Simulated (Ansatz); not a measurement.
# A vibration from a frozen displacement in MgO

These are results of DFT PBEsol, scalar-relativistic, plane waves, PAW (Ansatz), not measurements. Settings: plane waves to 420 eV, k-mesh 10×10×10 (Γ-centred), Gaussian smearing 0.05 eV. No spin polarisation. Energies are free energies at this smearing, counted from the undisturbed cell; pressure is positive in compression.

Reference structure (as given, not relaxed at this level; it stands at -5.8 GPa):

```
Mg O
1.0
     0.00000    2.13515    2.13515
     2.13515    0.00000    2.13515
     2.13515    2.13515    0.00000
Mg O
1 1
Direct
  0.00000 0.00000 0.00000
  0.50000 0.50000 0.50000
```

Every Mg atom is moved by x along the Cartesian unit vector (0.000, 1.000, 0.000); the cell and all other atoms stay fixed. The cell's volume is 19.47 Å³; the moved atoms weigh 24.305 u together and the others 15.999 u. Some rows repeat others by symmetry and weren't run.

```csv
x (Å),ΔE (meV/cell),total force on the moved atoms along the move (eV/Å),pressure (GPa)
-0.5000,1157.93,7.4553,23.6861
-0.4375,764.11,5.2598,15.0872
-0.3750,488.23,3.6529,8.5206
-0.3125,298.34,2.4867,3.5681
-0.2500,170.58,1.6482,-0.0895
-0.1875,87.37,1.0477,-2.6975
-0.1250,36.18,0.6124,-4.4378
-0.0625,8.66,0.2811,-5.4343
0.0000,0.00,0.0000,-5.7588
0.0625,8.66,-0.2811,-5.4343
0.1250,36.18,-0.6124,-4.4378
0.1875,87.37,-1.0477,-2.6975
0.2500,170.58,-1.6482,-0.0895
0.3125,298.34,-2.4867,3.5681
0.3750,488.23,-3.6529,8.5206
0.4375,764.11,-5.2598,15.0872
0.5000,1157.93,-7.4553,23.6861
```

Q: What frequency belongs to this motion?

A: The force constant is k = −dF/dx = 4.498 eV/Å², from the parabola through x = -0.0625, 0 and 0.0625. In every cell the moved atoms swing against the rest, so the mass is μ = m₁m₂/(m₁ + m₂) = 9.648 u, and ν̃ = 521.5 cm⁻¹ × √(|k|/μ) = 356 cm⁻¹, at this cell's pressure of -5.8 GPa. To first order in x, and within 1 %, the force on every atom lies along the move and, within each of the two groups, in proportion to the atom's mass, so this is itself a mode at the zone centre of this cell, taken without macroscopic field (the transverse frequency in a polar insulator).

Q: How far does the harmonic law reach?

A: At x = -0.500 Å, kx²/2 = 562.20 meV against the computed 1157.93 meV (+106.0 %): the well stiffens in this direction at large amplitude.

Q: The pressure changes with x². What does that say about the frequency under compression?

A: With E = k(V)x²/2, k ∝ V^(−2γ) and x scaling with the cell as V^(1/3), P − P0 = −∂E/∂V = (2γ − 2/3) ΔE/V. At x = 0.1250 Å, V(P − P0) = 19.47 × 1.32104 / 160.2 eV = 160.52 meV and ΔE = 36.18 meV, so γ = 1/3 + V(P − P0)/(2ΔE) = 2.55. This is the Grüneisen parameter of the motion under uniform scaling of the cell: shrinking the cell evenly by 1 % in volume raises the frequency by about 2.55 %.

The single minimum at zero displacement shows that the rocksalt arrangement resists this polar shift of the sublattices along a cube axis, even in a stretched cell. The restoring force is what remains of short-range closed-shell repulsion after the long-range dipolar interaction has softened the transverse mode. Moving along the axis drives each Mg ion straight at an O neighbour. The repulsion gained there grows faster than that lost on the opposite side, so the well steepens and the pressure rises, while inversion symmetry keeps both curves even.

Compression strengthens the repulsion more than the dipolar term, which explains the sizeable Grüneisen parameter of 2.55. The frequency of 356 cm⁻¹ lies below the well-known measured transverse value for MgO, probably mainly because the cell is expanded; the sign of the volume dependence supports this. The stiffening along one frozen coordinate doesn't fix the temperature shift of the mode, which also depends on coupling to other phonons and on thermal expansion.
